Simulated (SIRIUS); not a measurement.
Runs of SIRIUS 7.10.0 on BP. It takes space group F-43m (No. 216, cubic). Conventional cell: a = 4.538 Å, b = 4.538 Å, c = 4.538 Å, α = 90.00°, β = 90.00°, γ = 90.00°. Around P (site symmetry -43m) lie 4 B at 1.97 Å. Around B (site symmetry -43m) lie 4 P at 1.97 Å. 

```csv
task,level,potentials or basis,spin,cell,k mesh,smearing,libxc names,energy tol,density tol,mixer,mixing beta,other keys,mesh quality,gap on the mesh (eV),pressure (GPa)
single point,PBE,PseudoDojo 0.4.1 PBE standard (scalar relativistic),off,as given,10 × 10 × 10,fermi-dirac 0.05 eV,"["XC_GGA_X_PBE", "XC_GGA_C_PBE"]",1e-08 Ha,1e-06,anderson,0.7,-,not flagged,1.25,(a)
single point,mPWLYP+D3(BJ),PseudoDojo 0.5 PBE stringent (scalar relativistic),"non-collinear, random start",as given,5 × 5 × 5,fermi-dirac 0.2 eV,"["XC_GGA_X_MPW91", "XC_GGA_C_LYP"]",1e-08 Ha,1e-06,anderson,0.5,-,coarse,(b),2.2
single point,APBE,PseudoDojo 0.5 PBE standard (scalar relativistic),off,volume scaled by 0.92,10 × 10 × 10,methfessel-paxton 0.2 eV,"["XC_GGA_X_APBE", "XC_GGA_C_APBE"]",1e-08 Ha,1e-06,anderson,0.7,iterative_solver.num_steps = 4,not flagged,1.19,17.8
single point,PBE,PseudoDojo 0.4.1 PBE standard (scalar relativistic),off,"atoms moved at random, drawn with an rms of 0.05 Å",10 × 10 × 10,fermi-dirac 0.05 eV,"["XC_GGA_X_PBE", "XC_GGA_C_PBE"]",1e-08 Ha,1e-06,anderson,0.7,-,not flagged,0.90,1.1
```

Alike in all rows: cutoff (eV) 1054.

Estimate the missing entries.

(a) 1.0; (b) 1.52.

Caveats: some runs use coarse meshes; the potentials were made for another functional, which shifts forces and pressure (some runs); the moments on the atoms are sums over spheres of half the shortest distance (1.6 Å at most), made after the run (some runs); an odd mesh through Γ misses points on the zone boundary, where band edges often lie (some runs).
